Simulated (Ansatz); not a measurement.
Runs of Ansatz 0.2.0 on BAs. The structure is orthorhombic, space group Pmmm (No. 47). The conventional cell has a = 2.128 Å, b = 3.174 Å, c = 4.951 Å, α = 90.00°, β = 90.00°, γ = 90.00°. B (site symmetry mmm) has 2 B at 2.13 Å as nearest neighbours. As (site symmetry mmm) has 2 As at 2.13 Å as nearest neighbours. The cell was built by a generator and needn't be a form met in nature.

```tsv
task	level	cell	k mesh	smearing	atoms under strain	gap on the mesh (eV)	pressure (GPa)	relaxed volume (Å³/atom)
single point	PBE	as given	12 × 8 × 6	gaussian 0.03 eV	-	none	5.5	-
relaxation of cell and atoms	BLYP+D3(BJ)	relaxed	12 × 8 × 6	fermi-dirac 0.05 eV	-	none	0.0	15.60
relaxation of cell and atoms	BLYP+D4	relaxed	12 × 8 × 6	fermi-dirac 0.05 eV	-	none	0.0	(a)
single point	PBE	as given	12 × 8 × 6	gaussian 0.029 eV	-	none	5.5	-
elastic constants	PBE	as given	9 × 6 × 5	fermi-dirac 0.05 eV	relaxed	none	5.4	-
```

Alike in all rows: potentials or basis Ansatz PAW; no spin polarisation; cutoff (eV) 420.

**Question.** Fill in the values left out.

**Answer.** (a) 15.57.

Caveats: this functional lacks dispersion, which binds the layers, so the pressure and a relaxed spacing across them are unreliable (some runs); the plane-wave basis is chosen anew once the cell has moved, so the energies of steps on either side of that aren't comparable (some runs); the PAW data sets come from PBE, with cores solved anew for the run's functional, which leaves a small shift of forces and pressure (some runs); the cell is more than 3 GPa from zero pressure, which shifts response properties (some runs); the elastic tensor has a negative eigenvalue, so either the cell is unstable as it stands or the mesh is too thin (some runs).

A k mesh can miss the band edges, and the runs leave out spin-orbit coupling on As.

A gap of «none» marks a metal or a gap under the smearing width.
